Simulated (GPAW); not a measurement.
Set up this calculation in GPAW 26.7.0, as an ASE script.

```yaml
Task: relaxation of cell and atoms
Functional: PBEsol
Dispersion: D3(BJ)+ATM
Potentials_or_basis: PAW data sets generated in the run's folder for this functional
Cutoff: 800 eV
Basis: pw
k_mesh: 10 × 10 × 10
Occupations: fermi-dirac, width 0.05 eV
Spin: no spin polarisation
Maxiter: 150
Optimizer: BFGS
Fmax: 0.02 eV/Å
Max_steps: 60
Convergence: density=1e-05 forces=0.0001
```

The system is BP.

```
CELL_PARAMETERS angstrom
0.00000 2.26900 2.26900
2.26900 0.00000 2.26900
2.26900 2.26900 0.00000
ATOMIC_POSITIONS crystal
P 0.75000 0.75000 0.75000
B 0.00000 0.00000 0.00000
```

One way to write it, as run:

run.py

```python
from ase import Atoms
from ase.calculators.mixing import SumCalculator
from ase.filters import FrechetCellFilter
from ase.io import write
from ase.optimize import BFGS
from dftd3.ase import DFTD3
from gpaw import GPAW, PW, setup_paths

setup_paths.insert(0, '.')

atoms = Atoms(['P', 'B'],
              cell=[[0.0, 2.269, 2.269],
                    [2.269, 0.0, 2.269],
                    [2.269, 2.269, 0.0]],
              scaled_positions=[[0.75, 0.75, 0.75],
                                [0.0, 0.0, 0.0]],
              pbc=True)

calc = GPAW(mode=PW(800),
            xc='PBEsol',
            kpts={'size': (10, 10, 10), 'gamma': True},
            occupations={'name': 'fermi-dirac', 'width': 0.05},
            nbands=11,
            convergence={'density': 1e-05, 'forces': 0.0001},
            maxiter=150,
            txt='gpaw.txt')
atoms.calc = SumCalculator([calc, DFTD3(damping='d3bj', params_tweaks=dict(method='pbesol', atm=True))])
opt = BFGS(FrechetCellFilter(atoms), trajectory='relax.traj', logfile='-')
done = opt.run(fmax=0.02, steps=60)
calc.write('gs.gpw')
write('result.traj', atoms)
print('Converged:', done)
print('Cell:', atoms.cell.cellpar().round(4))
print('Volume:', round(atoms.get_volume(), 4))
print(atoms.get_scaled_positions().round(5))
```

Potentials or basis: PAW data sets generated in the run's folder for this functional, pw.

Launch:

```console
$ gpaw-setup -f PBEsol B P
$ OMP_NUM_THREADS=1 python run.py
```

Results of the run:

```json
{
 "Relaxed volume": "11.35 Å³/atom",
 "Relaxed cell": "a = 3.179 Å, b = 3.179 Å, c = 3.179 Å, α = 60.00°, β = 60.00°, γ = 60.00°",
 "Space group after relaxing (to 0.05 Å)": "F-43m (No. 216)",
 "Energy gained by relaxing": "4.5 meV/atom",
 "Ionic steps": "3",
 "Pressure after relaxing": "0.1 GPa",
 "Band gap on the k mesh": "1.10 eV, indirect (least direct gap 3.41 eV)",
 "Dispersion energy per atom": "-0.236 eV"
}
```

Caveat: later steps reuse the first step's grids.

It took 63 s on 1 thread of Arm Neoverse N1, on a shared host, peak memory 0.19 GiB.
